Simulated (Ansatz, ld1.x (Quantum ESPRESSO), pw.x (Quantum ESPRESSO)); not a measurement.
# scandium (fcc): variants of one RRKJ potential in the solid

| Quantity | Value |
| --- | --- |
| Element | Sc |
| Generator | ld1.x (Quantum ESPRESSO) 7.5 |
| Type | norm-conserving RRKJ (Kleinman–Bylander form) |
| Functional | PBE |
| Relativity | scalar-relativistic |
| Frozen core | [Ar] |
| Valence charge | 3 |
| Reference configuration | 3d1.5 4s1.5 4p0 |
| Partial waves | 4p (bound, empty): rc 4.20 bohr; 3d (bound): rc 1.80 bohr; 4s (bound): rc 2.95 bohr |
| Local potential | the s channel |
| Core correction | a·sin(br)/r model core inside 1.20 bohr |
| rho0 | 0.02 |

Crystal test: fcc Sc in pw.x 7.5, no spin, 12³ k-points, Fermi–Dirac smearing 0.01 Ry, cutoffs set for each file from its atomic test. The reference is all-electron LAPW (Ansatz 0.2.0) with the same functional, mesh and smearing; V0 and B0 come from Birch–Murnaghan fits to the pressures at five volumes. Errors are pseudo minus all-electron; Δ is the rms difference of the E(V) curves that follow from these fits, minima aligned, over ±6 % about the mean V0. Mesh and smearing are coarse, so the numbers serve the comparison and aren't converged zero-temperature values; the lattice is a test structure that the element need not adopt.

All-electron: a0 = 4.633 Å (V0 = 24.86 Å³/atom), B0 = 50.8 GPa.

Base: The largest radius (4.20 bohr) exceeds half the bond length (3.10 bohr), so the spheres overlap, which is one possible source of error among others.

```csv
change,cutoffs (Ry),pw.x,a0 (Å),a0 error (%),B0 error (%),Δ (meV/atom),mean pressure error (GPa)
base,60/240,converged,4.653,+0.43,+2.8,3.7,+0.70
"all radii but the core radius scaled by about 0.78 (s 2.30, p 3.28, d 1.40 bohr)",100/400,converged,4.650,+0.37,+3.1,3.2,+0.61
"all radii but the core radius scaled by about 0.90 (s 2.64, p 3.76, d 1.62 bohr)",75/300,converged,4.655,+0.47,+2.8,4.0,+0.77
"all radii but the core radius scaled by about 1.04 (s 3.06, p 4.36, d 1.86 bohr)",60/240,converged,4.649,+0.34,+3.8,3.0,+0.57
"all radii but the core radius scaled by about 1.20 (s 3.54, p 5.04, d 2.16 bohr)",50/200,converged,4.649,+0.34,+7.0,3.1,+0.59
"all radii but the core radius scaled by about 1.34 (s 3.94, p 5.62, d 2.40 bohr)",50/200,converged,4.647,+0.31,+3.7,2.7,+0.51
```
